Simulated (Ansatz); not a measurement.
# Lattice vibrations of ZrO₂ at Γ at 16 GPa

Theory: Ansatz, DFT PBEsol, scalar-relativistic, plane waves, PAW. Settings: 420 eV plane-wave cutoff, Γ-centred 8×8×8 mesh, fixed occupations. No spin polarisation. Phonons by linear response, acoustic sum rule imposed.

The cell, relaxed at 16 GPa:
```
CELL_PARAMETERS angstrom
0.00000 2.48534 2.48534
2.48534 0.00000 2.48534
2.48534 2.48534 0.00000
ATOMIC_POSITIONS crystal
Zr 0.00000 0.00000 0.00000
O 0.25000 0.25000 0.25000
O 0.75000 0.75000 0.75000
```

Other phases may be more stable at this pressure.

Q: Is this structure stable against zone-centre distortions?

A: Yes, at Γ: no optical mode is imaginary. Strains and other wave vectors aren't tested by this run.

Q: List the optical modes at Γ without the LO field (i marks imaginary ones).

A:
```
frequency (THz) degeneracy IR intensity of the level ((D/Å)²/amu)
           9.20           3                                   96.97
          18.44           3                                    0.00
```

This fluorite-type form isn't the usual stable structure of the compound at low pressure.

Cost: 1 run of about 0.12 core-minutes, on AMD EPYC 9R45 (Zen 5) (shared hosts).